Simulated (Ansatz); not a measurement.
# Moving spin-orbit coupling in InSe

The structure is trigonal, space group R3m (No. 160). The conventional cell has a = 4.000 Å, b = 4.000 Å, c = 25.320 Å, α = 90.00°, β = 90.00°, γ = 120.00°. In (site symmetry 3m) is surrounded by 3 Se at 2.63 Å and 1 In at 2.82 Å. Around In (site symmetry 3m) lie 3 Se at 2.64 Å and 1 In at 2.82 Å. Se (site symmetry 3m) has 3 In at 2.63 Å as nearest neighbours. Se (site symmetry 3m) has 3 In at 2.64 Å as nearest neighbours.

Kept alike: task band structure; functional PBEsol; k mesh 8 × 8 × 8; occupations fermi-dirac, width 0.05 eV. Program: Ansatz, Ansatz PAW, cutoff 420 eV. The mesh is that of the run's cell of 4 atoms.

| spin-orbit coupling | band gap (eV) |
| --- | --- |
| off | 0.342 |
| on | 0.318 |

Gaps are the smaller of the mesh's and the band path's. All rows use potentials made for PBE.

Problem. What does spin-orbit coupling change here?

Solution. The band gap runs from 0.318 (on) to 0.342 eV (off). Spin-orbit coupling splits p and d bands at the edges, and the more so the heavier the atoms.
